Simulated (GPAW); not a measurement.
Wanted: an ASE script for a GPAW 26.7.0 run.

```yaml
Task: optical spectrum
Functional: PBE
Potentials_or_basis: GPAW PAW data sets (gpaw-data 1.2.1)
Cutoff: 450 eV
Basis: pw
k_mesh: 8 × 8 × 8
Occupations: fermi-dirac, width 0.05 eV
Spin: no spin polarisation
Eta: 0.1 eV
Response_ecut: 50 eV
Scissors: 0 eV
Kernel: RPA
Maxiter: 150
Response_k_mesh: 23 × 23 × 23
Domega0: 0.05 eV
Omega2: 10 eV
Response_bands: 17
Directions: "[\"x\"]"
Intraband: yes
```

Crystal: Pb.

```
Pb
1.0
     0.00000    2.49141    2.49141
     2.49141    0.00000    2.49141
     2.49141    2.49141    0.00000
Pb
1
Direct
  0.00000 0.00000 0.00000
```

One way to write it, as run:

run.py

```python
from ase import Atoms
from ase.dft.bandgap import bandgap
from ase.io import write
from gpaw import GPAW, PW
from gpaw.response.df import DielectricFunction

atoms = Atoms(['Pb'],
              cell=[[0.0, 2.4914113386, 2.4914113386],
                    [2.4914113386, 0.0, 2.4914113386],
                    [2.4914113386, 2.4914113386, 0.0]],
              scaled_positions=[[0.0, 0.0, 0.0]],
              pbc=True)

calc = GPAW(mode=PW(450),
            xc='PBE',
            kpts={'size': (8, 8, 8), 'gamma': True},
            occupations={'name': 'fermi-dirac', 'width': 0.05},
            nbands=14,
            convergence={'density': 1e-06},
            maxiter=150,
            txt='gpaw.txt')
atoms.calc = calc
energy = atoms.get_potential_energy()
calc.write('gs.gpw')
write('result.traj', atoms)
print(f'Energy: {energy:.6f} eV')
print('Fermi level:', round(calc.get_fermi_level(), 4), 'eV')
print(f'Gap: {bandgap(calc)[0]:.4f} eV, direct: {bandgap(calc, direct=True)[0]:.4f} eV')

dense = calc.fixed_density(kpts={'size': (23, 23, 23), 'gamma': True},
                           nbands=23, convergence={'bands': 17, 'eigenstates': 1e-7},
                           update_fermi_level=True, txt='dense.txt')
dense.write('dense.gpw', mode='all')

df = DielectricFunction('dense.gpw', frequencies={'type': 'nonlinear', 'domega0': 0.05, 'omega2': 10},
                        eta=0.1, ecut=50, nbands=17, rate='eta', txt='df.txt')
for direction in ['x']:
    df.get_dielectric_function(xc='RPA', direction=direction, filename=f'df_{direction}.csv')
```

Potentials or basis: GPAW PAW data sets (gpaw-data 1.2.1), pw.

Run with:

```sh
$ OMP_NUM_THREADS=1 python run.py
```

Results of the run:

- Band gap on the k mesh: none (metal or under the smearing width)

Caveat: the intraband term hangs on this k mesh; the long-wavelength limit can be off by a per cent or two; independent-particle spectra lack excitons.

It took 2.2 min on 1 thread of Arm Neoverse V1 (shared host), peak memory 0.38 GiB.
